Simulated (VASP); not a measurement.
# Br under changes of volume

One of the cells (30.788 Å³/atom); the others are scaled copies at fixed shape and fractional positions:

```
Br
1.0
     3.58262   -2.01670    0.00000
     3.58262    2.01670    0.00000
     0.00000    0.00000    8.52255
Br
4
Direct
  0.34573 0.65427 0.37981
  0.15427 0.84573 0.87981
  0.65427 0.34573 0.62019
  0.84573 0.15427 0.12019
```

```yaml
Program: VASP 6.6.1
Functional: PBEsol
Potentials_or_basis: VASP PAW PBE potentials, release 64 (Br)
Cutoff: 520 eV
k_mesh: 6 × 6 × 4
Occupations: gaussian, width 0.02 eV
Spin: no spin polarisation
```

```csv
volume (Å³/atom),energy over the lowest point (meV/atom),pressure (GPa),gap on the mesh (eV),largest force (eV/Å)
29.557,5.92,1.6,1.34,0.258
30.172,1.46,0.7,1.29,0.121
30.788,0.00,0.0,1.25,0.006
31.404,1.21,-0.6,1.20,0.122
32.020,?,?,?,?
```

Q: What does the run at 32.020 Å³/atom give?

A: Energy over the lowest point 4.79 meV/atom; pressure -1.2 GPa; gap on the mesh 1.15 eV; largest force 0.231 eV/Å.

Worked out: A Birch-Murnaghan fit of order 2 (a polynomial in V^(-2/3)) to the other rows has its minimum at 30.81 Å³/atom with B0 = V·E''(V) = 35 GPa at fixed shape and positions, which overstates the stiffness. It gives 4.88 meV/atom at 32.020 Å³/atom, against the run's 4.79, and -dE/dV = -1.2 GPa, against -1.2. A straight line through the other rows of the gap, of slope -2.28 eV per unit of ln V, extrapolates to 1.16 eV, against the run's 1.15.

Energies are extrapolated to zero smearing.

Caveats: the PAW data sets were made with another functional, which shifts forces and pressure a little.

A mesh can miss the band edges. Spin-orbit coupling on Br is left out.
